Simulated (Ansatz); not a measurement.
# ZrO2: the cost of one run

Computed with Ansatz 0.2.0 (DFT PBE, scalar-relativistic, plane waves, PAW, unless a step's input says otherwise).

The COD entry's cell or inner coordinates are ideal or old and differ from later refinements, so a difference from it is no clean test against experiment.

1 further run of the same task is left out (set aside as unsound or not needed).

## 1. Starting point

It takes space group Fm-3m (No. 225, cubic). The conventional cell has a = 5.116 Å, b = 5.116 Å, c = 5.116 Å, α = 90.00°, β = 90.00°, γ = 90.00°. Around Zr (site symmetry m-3m) lie 8 O at 2.22 Å. O (site symmetry -43m) is surrounded by 4 Zr at 2.22 Å.

Structure file:

```cif
data_structure
_symmetry_space_group_name_H-M 'Fm-3m'
_symmetry_Int_Tables_number 225
_cell_length_a 5.1158
_cell_length_b 5.1158
_cell_length_c 5.1158
_cell_angle_alpha 90.000
_cell_angle_beta 90.000
_cell_angle_gamma 90.000
_cell_volume 133.89
loop_
_atom_site_label
_atom_site_type_symbol
_atom_site_symmetry_multiplicity
_atom_site_Wyckoff_symbol
_atom_site_fract_x
_atom_site_fract_y
_atom_site_fract_z
_atom_site_occupancy
Zr1 Zr 4 a 0.00000 0.00000 0.00000 1
O1 O 8 c 0.25000 0.75000 0.75000 1
```

It is the result of an earlier relaxation at this level (volume 11.16 Å³/atom; gap on the mesh: 3.32 eV).

## 2. Electronic structure at the relaxed geometry

Contents of input.yaml:

```yaml
crystal:
  lattice:
    - [0.0, 2.557898195, 2.557898195]
    - [2.557898195, 0.0, 2.557898195]
    - [2.557898195, 2.557898195, 0.0]
  atoms:
    - { symbol: Zr, position: [0.0, 0.0, 0.0] }
    - { symbol: O, position: [0.25, 0.25, 0.25] }
    - { symbol: O, position: [0.75, 0.75, 0.75] }
basis:
  ecutwfc: 420
kpoints:
  mp_grid: { grid: [8, 8, 8] }
  band_path:
    path:
      - [[0.0, 0.0, 0.0], [0.5, 0.0, 0.5], [0.625, 0.25, 0.625]]
      - [[0.375, 0.375, 0.75], [0.0, 0.0, 0.0], [0.5, 0.5, 0.5], [0.5, 0.25, 0.75], [0.5, 0.0, 0.5]]
    npoints: 14
hamiltonian:
  xc: pbe
scf:
  occupations: { method: gaussian, width: 0.02 }
  n_extra_bands: 7
output:
  forces: true
  stress: true
  eigenvalues: true
  populations: true
  dos: { projected: true, de: 0.02, nscf_kmesh: { grid: [12, 12, 12] } }
  bader: true
  write_density: true
  write_potential: true
  elf: true
  volumetric_format: npy
```

On the command line:

```console
$ ansatz run input.yaml --threads 1 --pin off --max-ram 2560MiB --backend cpu --events-out ev --progress --plain --runs-dir out
```

**Question.** How long does this run take on 1 thread of Arm Neoverse V1, shared host, and how much memory does it need?

About 17 s, with a peak of 0.3 GiB.
